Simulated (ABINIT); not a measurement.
# Sb (Fm-3m) in ABINIT: reference runs

Aim: a first look at Sb with PBE, on the cell as given and on a disturbed one.

Program: ABINIT 10.8.3 (patched build). These are calculated values, not measurements. Logs are shortened: lines on timing, memory, paths and dates and some standing lists are left out, and cuts for length are marked. The log counts tension as positive stress, the text compression.

## (1) The structure

Symmetry: Fm-3m, No. 225, cubic system. The conventional cell has a = 4.742 Å, b = 4.742 Å, c = 4.742 Å, α = 90.00°, β = 90.00°, γ = 90.00°. Sb (site symmetry m-3m) is surrounded by 12 Sb at 3.35 Å.

This isn't the form of Sb at room conditions, which is rhombohedral.

## (2) Single point, PBE

run.abi reads:

```
pp_dirpath "./"
pseudos "Sb.GGA_PBE-JTH.xml"

acell 6.3370894752 6.3370894752 6.3370894752
rprim
     0.0000000000     0.7071067812     0.7071067812
     0.7071067812     0.0000000000     0.7071067812
     0.7071067812     0.7071067812     0.0000000000
ntypat 1
znucl 51
natom 1
typat 1
xred
     0.0000000000     0.0000000000     0.0000000000

ecut 16.0
pawecutdg 32.0
pawxcdev 0

kptopt 1
ngkpt 10 10 10
nshiftk 1
shiftk 0.0 0.0 0.0

ixc 11

nband 12
occopt 3
tsmear 0.05 eV

nstep 100
tolvrs 1.0e-9

iomode 3
prtwf 0
prteig 0
prtebands 0
enunit 1
prtden 1
prtvha 1
prtvclmb 1
prtpot 1
```

Potentials or basis: JTH PAW PBE v2.0.

The run is started by

```bash
$ abinit run.abi > log 2>&1
```

run.abo:

```text
.Version 10.8.3 of ABINIT
 Symmetries : space group Fm -3 m (#225); Bravais cF (face-center cubic)
================================================================================
 Values of the parameters that define the memory need of the present run
     intxc =       0    ionmov =       0      iscf =      17    lmnmax =      18
     lnmax =       6     mgfft =      24  mpssoang =       3    mqgrid =    3001
     natom =       1  nloc_mem =       2    nspden =       1   nspinor =       1
    nsppol =       1      nsym =      48    n1xccc =       1    ntypat =       1
    occopt =       3   xclevel =       2
       mpw =         564          nfft =       13824          nkpt =          47
 PAW method is used; the additional fine FFT grid is defined by:
   mgfftf=        36    nfftf =     46656
================================================================================
================================================================================

--------------------------------------------------------------------------------
------------- Echo of variables that govern the present computation ------------
--------------------------------------------------------------------------------
 -outvars: echo values of preprocessed input variables --------
            acell      6.3370894752E+00  6.3370894752E+00  6.3370894752E+00 Bohr
              amu      1.21753000E+02
             ecut      1.60000000E+01 Hartree
           enunit           1
              ixc          11
         kptrlatt       10    0    0      0   10    0      0    0   10
          kptrlen      6.33708948E+01
            natom           1
            nband          12
            ngfft          24      24      24
          ngfftdg          36      36      36
             nkpt          47
            nstep         100
             nsym          48
           ntypat           1
           occopt           3
        pawecutdg      3.20000000E+01 Hartree
         pawxcdev           0
        prtebands           0
           prteig           0
           prtpot           1
         prtvclmb           1
           prtvha           1
            prtwf           0
            rprim      0.0000000000E+00  7.0710678120E-01  7.0710678120E-01
                       7.0710678120E-01  0.0000000000E+00  7.0710678120E-01
                       7.0710678120E-01  7.0710678120E-01  0.0000000000E+00
          spgroup         225
           tolvrs      1.00000000E-09
           tsmear      1.83746611E-03 Hartree
            typat      1
           useylm           1
            znucl       51.00000

================================================================================

 chkinp: Checking input parameters for consistency.

================================================================================
== DATASET  1 ==================================================================

--- !DatasetInfo
iteration_state: {dtset: 1, }
dimensions: {natom: 1, nkpt: 47, mband: 12, nsppol: 1, nspinor: 1, nspden: 1, mpw: 564, }
[... 98 lines left out ...]
 Atom  Sphere_radius  Integrated_density
    1        2.40089         12.35053010

================================================================================

 ----iterations are completed or convergence reached----

 Mean square residual over all n,k,spin=   51.768E-08; max=  96.227E-06
 reduced coordinates (array xred) for    1 atoms
       0.000000000000      0.000000000000      0.000000000000
 rms dE/dt=  0.0000E+00; max dE/dt=  0.0000E+00; dE/dt below (all hartree)
    1       0.000000000000      0.000000000000      0.000000000000

 cartesian coordinates (angstrom) at end:
    1      0.00000000000000     0.00000000000000     0.00000000000000

 cartesian forces (hartree/bohr) at end:
    1     -0.00000000000000    -0.00000000000000    -0.00000000000000
 frms,max,avg= 0.0000000E+00 0.0000000E+00   0.000E+00  0.000E+00  0.000E+00 h/b

 cartesian forces (eV/Angstrom) at end:
    1     -0.00000000000000    -0.00000000000000    -0.00000000000000
 frms,max,avg= 0.0000000E+00 0.0000000E+00   0.000E+00  0.000E+00  0.000E+00 e/A
 length scales=  6.337089475200  6.337089475200  6.337089475200 bohr
              =  3.353443331454  3.353443331454  3.353443331454 angstroms
 Fermi (or HOMO) energy (eV) =   8.20755   Average Vxc (eV)=  -9.94305
 Eigenvalues (   eV  ) for nkpt=  47  k points:
 kpt#   1, nband= 12, wtk=  0.00100, kpt=  0.0000  0.0000  0.0000 (reduced coord)
 -21.09383  -21.09383  -21.09383  -21.05553  -21.05553   -4.76921   13.61675   13.61675
  13.61675   18.51654   18.77315   18.77315
 prteigrs : prtvol=0 or 1, do not print more k-points.

--- !EnergyTerms
iteration_state     : {dtset: 1, }
comment             : Components of total free energy in Hartree
kinetic             :  4.11081111741324E+00
hartree             :  2.13058619794813E+01
xc                  : -2.35302823059579E+00
Ewald energy        : -5.75537943805468E+01
psp_core            :  2.13260404660575E+00
local_psp           : -6.61130137494782E+01
PAW spherical_terms :  1.58682490363015E+01
internal            : -8.26023101808190E+01
'-kT*entropy'       : -2.46179291006895E-04
total_energy        : -8.26025563601100E+01
total_energy_eV     : -2.24773006602037E+03
...

--- !EnergyTermsDC
iteration_state     : {dtset: 1, }
comment             : '"Double-counting" decomposition of free energy'
band_energy         : -7.20759569417048E+00
Ewald energy        : -5.75537943805468E+01
psp_core            :  2.13260404660575E+00
xc_dc               : -2.09847226126449E+01
PAW spherical_terms :  1.01120633397793E+00
internal            : -8.26023023067785E+01
'-kT*entropy'       : -2.46179291006895E-04
total_energy_dc     : -8.26025484860695E+01
total_energy_dc_eV  : -2.24772985175681E+03
...

--- !EnergyTermsWithPAWCore
iteration_state     : {dtset: 1, }
comment             : 'Components of total free energy, including PAW core contributions'
Total energy        : -6.48158933494666E+03
Total energy DC     : -6.48158932707262E+03
Total energy (eV)   : -1.76373030881065E+05
Total energy DC (eV): -1.76373030666801E+05
...

 Cartesian components of stress tensor (hartree/bohr^3)
  sigma(1 1)= -5.91729630E-05  sigma(3 2)=  0.00000000E+00
  sigma(2 2)= -5.91729630E-05  sigma(3 1)=  0.00000000E+00
  sigma(3 3)= -5.91729630E-05  sigma(2 1)=  0.00000000E+00

-Cartesian components of stress tensor (GPa)         [Pressure=  1.7409E+00 GPa]
- sigma(1 1)= -1.74092868E+00  sigma(3 2)=  0.00000000E+00
- sigma(2 2)= -1.74092868E+00  sigma(3 1)=  0.00000000E+00
- sigma(3 3)= -1.74092868E+00  sigma(2 1)=  0.00000000E+00

== END DATASET(S) ==============================================================
================================================================================

 -outvars: echo values of variables after computation  --------
            acell      6.3370894752E+00  6.3370894752E+00  6.3370894752E+00 Bohr
           etotal     -8.2602548486E+01
            fcart     -0.0000000000E+00 -0.0000000000E+00 -0.0000000000E+00
            rprim      0.0000000000E+00  7.0710678120E-01  7.0710678120E-01
                       7.0710678120E-01  0.0000000000E+00  7.0710678120E-01
                       7.0710678120E-01  7.0710678120E-01  0.0000000000E+00
           strten     -5.9172963030E-05 -5.9172963030E-05 -5.9172963030E-05
                       0.0000000000E+00  0.0000000000E+00  0.0000000000E+00
 Calculation completed.
```

Wall time 9.1 s (1 thread of Arm Neoverse V1, shared host); peak memory 0.1 GiB.

Results:

```yaml
Free_energy: -2247.7299 eV
Pressure: 1.7 GPa
Band_gap_on_the_k_mesh: none (metal or under the smearing width)
Valence_electrons_inside_the_program's_atomic_spheres: Sb 12.35 (radii [1.2705] Å)
```

Levels at points of the mesh, in eV from the Fermi level:
```
           k point  band 3  band 4  band 5  band 6  band 7  band 8  band 9  band 10  band 11  band 12
(0.00, 0.00, 0.00)  -29.30  -29.26  -29.26  -12.98    5.41    5.41    5.41    10.31    10.57    10.57
(0.50, 0.00, 0.00)  -29.29  -29.22  -29.22   -9.16   -5.85    3.70    3.70     8.46     9.53     9.53
(0.50, 0.50, 0.00)  -29.23  -29.21  -29.21   -7.51   -4.95    0.40    0.40     4.22     4.71    19.85
```

The run has no spin-orbit coupling, so splittings on Sb are missing.

## (3) Single point, PBE (cell strained at random at fixed volume)

run.abi reads:

```
# Pseudopotentials
pp_dirpath "./"
pseudos "Sb.GGA_PBE-JTH.xml"

# Structure
acell 3*1.0 Angstrom
rprim
    -0.0167630000     2.3807070000     2.4016500000
     2.3697530000     0.0443490000     2.3405380000
     2.4096310000     2.3594730000     0.0044710000
ntypat 1
znucl 51
natom 1
typat 1
xcart
     0.0099439849    -0.0807159004     0.0235994919
chkprim 0
chksymtnons 0
tolsym 1.0e-6

# Plane-wave basis
ecut 16.0
pawecutdg 32.0
pawxcdev 0

# k points
kptopt 1
ngkpt 10 10 10
nshiftk 1
shiftk 0.0 0.0 0.0

# Exchange and correlation
ixc 11

# Bands and occupations
nband 12
occopt 3
tsmear 0.05 eV

# SCF cycle
nstep 100
tolvrs 1.0e-9

# Output
iomode 3
prtwf 0
prtden 0
prteig 0
prtebands 0
```

Potentials or basis: JTH PAW PBE v2.0.

The run is started by

```bash
$ abinit run.abi > log 2>&1
```

Run time: 77 s. Hardware: 1 thread of Arm Neoverse V1, shared host; peak memory 0.21 GiB.

It converged, with:

| Property | Result |
| --- | --- |
| Free energy | -2247.7309 eV |
| Pressure | 1.6 GPa |
| Band gap on the k mesh | none (metal or under the smearing width) |
| Valence electrons inside the program's atomic spheres | Sb 12.36 (radii [1.2705] Å) |

Stress tensor (GPa, compression positive):
```
1.74 0.41 0.22
0.41 1.78 0.07
0.22 0.07 1.37
```

Levels at points of the mesh, in eV from the Fermi level:
| k point | band 5 | band 6 | band 7 | band 8 | band 9 | band 10 |
| --- | --- | --- | --- | --- | --- | --- |
| (0.00, 0.00, 0.00) | -29.31 | -13.03 | 5.03 | 5.27 | 5.74 | 10.09 |
| (0.50, 0.00, 0.00) | -29.28 | -9.41 | -5.94 | 3.68 | 4.07 | 8.59 |
| (0.00, 0.50, 0.00) | -29.27 | -8.91 | -5.85 | 3.17 | 3.44 | 7.97 |
| (0.50, 0.50, 0.00) | -29.26 | -7.54 | -5.00 | 0.19 | 0.49 | 4.14 |
| (0.00, 0.00, 0.50) | -29.27 | -9.23 | -5.91 | 3.64 | 3.74 | 8.46 |
| (0.50, 0.00, 0.50) | -29.26 | -7.44 | -4.92 | -0.05 | 0.52 | 3.95 |
| (0.00, 0.50, 0.50) | -29.26 | -7.71 | -5.09 | 0.16 | 0.84 | 4.18 |
| (0.50, 0.50, 0.50) | -29.27 | -9.28 | -5.92 | 3.47 | 3.96 | 8.36 |
